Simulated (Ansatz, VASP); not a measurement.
## Two plane-wave programs on PbS

```xyz
4
Lattice="2.0820 -6.0047 0.0000 2.0820 6.0047 0.0000 0.0000 0.0000 4.2712" Properties=species:S:1:pos:R:3 pbc="T T T"
Pb    2.0820   -4.4372    3.2034
Pb    2.0820    4.4372    1.0678
S     2.0820   -1.7565    3.2034
S     2.0820    1.7565    1.0678
```

Alike in both runs: functional r2SCAN; k mesh 8 × 8 × 6; occupations gaussian, width 0.02 eV; no spin polarisation.

Ansatz relaxed the structure, and its values are those at the end. VASP's run is a single point on that final structure, the one shown.

|  | VASP | Ansatz |
| --- | --- | --- |
| version | VASP 6.6.1 | Ansatz 0.2.0 |
| potentials or method | VASP PAW PBE potentials, release 64 (Pb_d, S) | scalar-relativistic, plane waves, PAW |
| plane-wave cutoff (eV) | 520 | 500 |
| valence electrons in the cell | 40 | 40 |

Ansatz gave:

```
gap on the k mesh at the Fermi level (eV) : 1.46
least direct gap on the mesh (eV)         : 1.77
pressure (GPa)                            : 0.0
rms of the force components (eV/Å)        : 0.001
```

**Question.** What did VASP give for the same quantities?

**Answer.** gap on the k mesh at the Fermi level (eV): 1.45; least direct gap on the mesh (eV): 1.78; pressure (GPa): 0.0; rms of the force components (eV/Å): 0.005.

Caveats: the PAW data sets were made with another functional, which shifts forces and pressure a little (VASP); spin-orbit coupling is left out, which as a rule narrows the gap of such compounds by several tenths of an eV. A k mesh can miss the band edges.
